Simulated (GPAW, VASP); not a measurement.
This is a calculation of GaSb for GPAW 26.7.0 (ASE script). 

File run.py:

```python
from ase import Atoms
from ase.dft.bandgap import bandgap
from ase.io import write
from ase.units import GPa
from gpaw import GPAW, PW, setup_paths

setup_paths.insert(0, '.')

atoms = Atoms(['Sb', 'Ga'],
              cell=[[0.0, 3.059, 3.059],
                    [3.059, 0.0, 3.059],
                    [3.059, 3.059, 0.0]],
              scaled_positions=[[0.75, 0.75, 0.75],
                                [0.0, 0.0, 0.0]],
              pbc=True)

calc = GPAW(mode=PW(600),
            xc='PBEsol',
            kpts={'size': (8, 8, 8), 'gamma': True},
            occupations={'name': 'fermi-dirac', 'width': 0.05},
            nbands=18,
            convergence={'density': 1e-05, 'energy': 1e-05},
            maxiter=150,
            txt='gpaw.txt')
atoms.calc = calc
energy = atoms.get_potential_energy()
forces = atoms.get_forces()
stress = atoms.get_stress()
calc.write('gs.gpw')
write('result.traj', atoms)
print(f'Energy: {energy:.6f} eV')
print('Forces (eV/A):')
print(forces.round(4))
print('Stress (GPa):', (stress / GPa).round(3))
print('Fermi level:', round(calc.get_fermi_level(), 4), 'eV')
print(f'Gap: {bandgap(calc)[0]:.4f} eV, direct: {bandgap(calc, direct=True)[0]:.4f} eV')
```

Potentials or basis: PAW data sets generated in the run's folder for this functional, pw.

Run with:

```bash
$ gpaw-setup -f PBEsol Ga Sb
$ OMP_NUM_THREADS=1 python run.py
```

Question: Set up the same calculation for VASP 6.6.1. Potentials or basis there: PBE PAW files Ga_d, Sb, 520 eV.

Answer: As run (cutoffs and basis follow the program's own potentials, and thresholds, step limits or extra output files can differ):

The input INCAR:

```
SYSTEM = GaSb
PREC     = Accurate       ! precision mode
ENCUT    = 520            ! plane-wave cutoff, eV
EDIFF    = 1E-7           ! SCF threshold, eV
ISMEAR   = -1             ! smearing method
SIGMA    = 0.05           ! smearing width, eV
LREAL    = .FALSE.        ! projectors in reciprocal space
LASPH    = .TRUE.         ! aspherical terms in the spheres
NELM     = 60             ! most SCF steps
ALGO     = Normal         ! electronic algorithm
ISIF     = 2              ! what is computed and relaxed
LWAVE    = .FALSE.        ! write WAVECAR
LCHARG   = .TRUE.         ! write CHGCAR
GGA      = PS             ! functional
LELF     = .TRUE.         ! ELF
LVHAR    = .TRUE.       
NBANDS   = 16             ! bands
```

Contents of KPOINTS:

```
Automatic mesh
0
G
  8 8 8
  0 0 0
```

The input POSCAR:

```
GaSb
1.0
    0.0000000000      3.0590000000      3.0590000000
    3.0590000000      0.0000000000      3.0590000000
    3.0590000000      3.0590000000      0.0000000000
Sb Ga
1 1
Direct
    0.7500000000      0.7500000000      0.7500000000
    0.0000000000      0.0000000000      0.0000000000
```

Potentials or basis: VASP PAW PBE potentials, release 64 (Sb, Ga_d).

Launch:

```sh
$ cat potpaw_PBE.64/Sb/POTCAR potpaw_PBE.64/Ga_d/POTCAR > POTCAR
$ mpirun -np 1 vasp_std > vasp.out
```

Both were run:

|  | GPAW | VASP |
| --- | --- | --- |
| Pressure | -0.1 GPa | -0.1 GPa |

VASP's potentials were made for PBE.

Pressure is positive in compression.
